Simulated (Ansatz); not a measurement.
The cell is COD entry 1510856, as deposited and not checked against the literature; nothing was relaxed. The listed cell was then made from it by scaling, straining or moving an atom.

An input for ZrB2: DFT, PBE, all-electron PAW with datasets made for the crystal, scalar-relativistic (Ansatz 0.2.0).

Command: `ansatz run input.yaml --threads 1 --pin off --max-ram 6144MiB --backend cpu --events-out ev --progress --plain --runs-dir out` The run took 46 s on 1 thread of Intel(R) Xeon(R) Platinum 8488C (Sapphire Rapids), with other jobs on the host, peak memory 1.1 GiB.

```yaml
crystal:
  lattice:
    - [3.1649998255, 0.0158249991, 0.0158249991]
    - [-1.5687950615, 2.7330577523, 0.0057923517]
    - [0.0176, 0.0176, 3.52]
  atoms:
    - { symbol: Zr, position: [0.0, 0.0, 0.0] }
    - { symbol: B, position: [0.3333333333, 0.6666666667, 0.5] }
    - { symbol: B, position: [0.6666666667, 0.3333333333, 0.5] }
kpoints:
  mp_grid: { grid: [12, 12, 9] }
scf:
  occupations: { method: fermi_dirac, width: 0.05 }
hamiltonian:
  xc: pbe
  pseudopotentials: { kind: all_electron, datasets: crystal }
output:
  forces: true
  stress: true
  eigenvalues: true
  efg: { contact_densities: true }
```

Set-up and iterations as logged by Ansatz (the results part is left out, to be predicted):

```
hamiltonian.pseudopotentials.datasets: crystal makes datasets for this crystal and solves the spheres of its atoms anew in each pass: cutoff 320.0 eV, the density's 1280.0 eV; for an error of 0.50 meV an atom under PBE, 1.5 meV for the cell; an energy difference from a run of another recipe may be off by several times the error for the cell, under r2SCAN by more, where some 0.1 meV an atom stays at smaller errors; B in spheres of 0.905 Å, 3 of its electrons in bands; Zr in spheres of 1.376 Å, 12 of its electrons in bands
Engine: ansatz 0.2.0
Pseudopotentials: kind: all_electron
Pseudopotential: Zr, paw, valence charge 12, recommended cutoff 320 eV (normal), Koelling and Harmon's equation, gaussian nucleus
Pseudopotential: B, paw, valence charge 3, recommended cutoff 320 eV (normal), Koelling and Harmon's equation, gaussian nucleus
Functional definition: PBE
  parameter kappa = 0.804
  parameter beta = 0.06672455060314922
  exchange = pbe_x(kappa = kappa, mu = beta*pi^2/3)
  correlation = pbe_c(beta = beta)
Crystal: 3 atoms, lattice volume = 30.534 Å³
Basis set: ecut = 320 eV, 391 PW (Γ), exchange–correlation on 40×40×48 points (8 copies of the dense FFT grid, shifted against one another)
Bands: 13, of which v1, the nominal top of the filled ones, is band 9 counted from 1 (8 counted from 0)
Symmetry: 2 space group operations
Space group: P-1 (ITA 2), of the structure as read, at distance tolerance 3.1e-5 Å
k-points: 650 of 1296
Non-local potential: Zr, projectors of the file, l = 0: 2, l = 1: 2, l = 2: 2
Non-local potential: B, projectors of the file, l = 0: 1, l = 1: 1
PAW form: soft (Blöchl's): semilocal exchange-correlation on the pseudo side does not see the compensation charge
PAW one-centre angular grid: Zr, 590 points (default); XC on its mesh's 1891 points in the sphere
PAW one-centre angular grid: B, 110 points (default); XC on its mesh's 1943 points in the sphere
Initial density: superposition of atomic densities (neutral atoms: chi_scale 0, normalization atom)
Initial wavefunctions: pseudopotential atomic-orbital guess
Functional: x = pbe(κ = 0.804, μ = 0.2195149727645171), c = pbe(β = 0.06672455060314922)
iter 1 solved again at ethr=2.02e-2 eV; its pass at ethr=1.00e-1 eV (dr2=3.63e0 eV) is discarded
SCF iter   1: F=—  HF=-99283.407633 eV  |F-HF|=—  |Δ(HF+E_count)|=         —  Δρ=8.16e-2  dr2=3.78e0  ethr=2.02e-2  ⟨swp⟩=2.0  Hψ=45558  notcnv=0
SCF iter   2: F=—  HF=-99282.808425 eV  |F-HF|=—  |Δ(HF+E_count)|=   5.99e-1  Δρ=4.42e-2  dr2=1.12e0  ethr=2.02e-2  ⟨swp⟩=2.6  Hψ=17368  notcnv=0  defer=21
SCF iter   3: F=—  HF=-99282.579018 eV  |F-HF|=—  |Δ(HF+E_count)|=   2.29e-1  Δρ=1.85e-2  dr2=1.99e-1  ethr=6.20e-3  ⟨swp⟩=3.8  Hψ=23564  notcnv=0  defer=28
iter 4 solved again at ethr=5.31e-6 eV; its pass at ethr=1.11e-3 eV (dr2=9.55e-4 eV) is discarded
SCF iter   4: F=—  HF=-99282.541867 eV  |F-HF|=—  |Δ(HF+E_count)|=   3.72e-2  Δρ=2.23e-3  dr2=9.45e-4  ethr=5.31e-6  ⟨swp⟩=3.0  Hψ=46466  notcnv=0  defer=6
SCF iter   5: F=—  HF=-99282.542828 eV  |F-HF|=—  |Δ(HF+E_count)|=   9.61e-4  Δρ=8.88e-4  dr2=1.87e-4  ethr=5.25e-6  ⟨swp⟩=3.0  Hψ=18605  notcnv=0  defer=3
SCF iter   6: F=—  HF=-99282.542955 eV  |F-HF|=—  |Δ(HF+E_count)|=   1.27e-4  Δρ=3.67e-4  dr2=4.80e-5  ethr=1.04e-6  ⟨swp⟩=3.0  Hψ=20212  notcnv=0  defer=3
SCF iter   7: F=—  HF=-99282.542913 eV  |F-HF|=—  |Δ(HF+E_count)|=   4.22e-5  Δρ=9.80e-5  dr2=2.40e-6  ethr=2.67e-7  ⟨swp⟩=3.0  Hψ=16902  notcnv=0
SCF iter   8: F=—  HF=-99282.542914 eV  |F-HF|=—  |Δ(HF+E_count)|=   7.62e-7  Δρ=2.78e-5  dr2=2.60e-7  ethr=1.33e-8  ⟨swp⟩=2.6  Hψ=14857  notcnv=0
SCF iter   9: F=-99282.542914 eV  HF=-99282.542914 eV  |F-HF|=2.85e-9  |Δ(HF+E_count)|=   1.58e-8  Δρ=2.47e-6  dr2=2.15e-9  ethr=1.45e-9  ⟨swp⟩=3.0  Hψ=16845  notcnv=0
```

Question: What pressure will this run report?

Answer: 2.52 GPa (positive in compression).

Question: How large will the largest force be?

Answer: 0.021 eV/Å.
